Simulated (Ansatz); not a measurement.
## Calculated field gradients at the nuclei for MoS2 at a changed volume

The cell is a structure deposited in the COD, relaxed with PBE at fixed cell and then changed (volume scaled by 0.94, ions relaxed).

```xyz
3
Lattice="1.5492 0.8944 5.9983 -1.5492 0.8944 5.9983 0.0000 -1.7889 5.9983" Properties=species:S:1:pos:R:3 pbc="T T T"
Mo    0.0000    0.0000   -0.0004
S     0.0000    0.0000    4.4181
S     0.0000    0.0000    7.5796
```

Sites (sets of like atoms) are named by element and the number of their first atom in this list.

All values are calculated (Ansatz; DFT, PBE, plane waves and PAW, scalar-relativistic, collinear spin, 420 eV cutoff, Γ-centred 16×16×16 k-points, Fermi–Dirac smearing 0.02 eV), not measured. Start moments as typed (μB): 2 on each Mo, none on the rest.

C_Q = eQV_zz/h, which is 24.18 MHz for Q = 1 b and V_zz = 10²¹ V/m²; η = (V_xx − V_yy)/V_zz. Directions are in the Cartesian axes of the cell vectors above, for the atom listed; none is given where the gradient is under 0.02 or η is above 0.95.

(1) Which values are expected at the nuclei?

## Answers

(1) 

```tsv
site	first atom	first shell	V_zz (10²¹ V/m²)	η	direction of V_zz (x, y, z)
Mo	1	6 S at 2.39 Å	-6.53	0.00	0.00 0.00 1.00
S2	2	3 Mo at 2.39 Å	-4.89	0.00	0.00 0.00 1.00
S3	3	3 Mo at 2.39 Å	-4.60	0.00	0.00 0.00 1.00
```

An axis of threefold or higher order runs through Mo, S2 and S3, so V_zz lies along it and η is zero.

Without spin–orbit coupling (the program notes it for Mo) the gradients can shift somewhat, as the gap is small. At this changed cell the PBE pressure is 8 GPa. The start moments die out, and the run ends without spin.

The relaxation (4 steps) took 3.2 min of wall time (2.9 min of CPU time) and 1.2 GiB at its peak, on 1 thread of Intel Xeon Platinum 8488C (Sapphire Rapids) (x86_64; 16 cores open to the job, memory cap 3.0 GiB, no GPU), a shared host with a load of 0.4 a core.
